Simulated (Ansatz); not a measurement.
# Chalcopyrite CuInS2

Calculation: RPBE in Ansatz (PAW).

Run with plane-wave cutoff 520 eV, 10×10×10 k mesh, Fermi–Dirac smearing 0.01 eV, no spin polarisation, scalar-relativistic PAW data made under PBE.

Cell (relaxed at this level):

```cif
data_Cu2In2S4
_chemical_formula_sum 'In2 Cu2 S4'
_space_group_name_H-M_alt 'P 1'
_space_group_IT_number 1
_cell_length_a 6.94837
_cell_length_b 6.94837
_cell_length_c 6.94837
_cell_angle_alpha 132.043
_cell_angle_beta 132.043
_cell_angle_gamma 70.162
loop_
_space_group_symop_operation_xyz
  'x, y, z'
loop_
_atom_site_label
_atom_site_type_symbol
_atom_site_fract_x
_atom_site_fract_y
_atom_site_fract_z
_atom_site_occupancy
In1 In 0.50000 0.50000 0.00000 1
In2 In 0.25000 0.75000 0.50000 1
Cu1 Cu 0.00000 0.00000 0.00000 1
Cu2 Cu 0.75000 0.25000 0.50000 1
S1 S 0.87500 0.90223 0.52723 1
S2 S 0.09777 0.62500 0.97277 1
S3 S 0.37500 0.34777 0.47277 1
S4 S 0.65223 0.12500 0.02723 1
```

- bulk modulus = 56.1 GPa
- band gap = 0.03 eV
- pressure derivative B′ of the bulk modulus = 5.0

Measured, for comparison: band gap 1.55 eV (temperature not stated, no zero-point or thermal correction, direct or pseudo-direct at Γ; as tabulated in Ghosh et al. (2024), arXiv:2401.16805).

Note: the bulk modulus comes from volumes at which shape and atoms were relaxed.

Spin–orbit coupling is not included; it can close the smallest gap of 0.03 eV.

Computed values are for the static lattice.

Ansatz is a quantum-chemistry and plane-wave program.
